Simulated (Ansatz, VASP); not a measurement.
# Two plane-wave programs on Al2Cu

```
Cu Al
1.0
     4.18570    0.00000    0.00000
     0.00000    4.18570    0.00000
     0.00000    0.00000    2.94802
Cu Al
1 2
Direct
  0.00000 0.00000 0.00000
  0.00000 0.50000 0.50000
  0.50000 0.00000 0.50000
```

Change from the starting cell: volume scaled by 1.06.

Alike in both runs: task single point; functional PBE; k mesh 7 × 7 × 9; occupations fermi-dirac, width 0.05 eV; no spin polarisation.

|  | VASP | Ansatz |
| --- | --- | --- |
| version | VASP 6.6.1 | Ansatz 0.2.0 |
| potentials or method | VASP PAW PBE potentials, release 64 (Cu, Al) | Ansatz PAW |
| plane-wave cutoff (eV) | 520 | 420 |
| valence electrons in the cell | 17 | 25 |

|  | VASP | Ansatz | Ansatz less VASP |
| --- | --- | --- | --- |
| gap on the k mesh at the Fermi level (eV) | none | none | - |
| pressure (GPa) | -4.0 | -4.1 | -0.10 |
| largest component of the traceless stress (GPa) | 0.54 | 0.54 | +0.004 |

A gap of «none» marks a metal or a gap that the smearing closes. The two sets of potentials don't hold the same shells in valence.
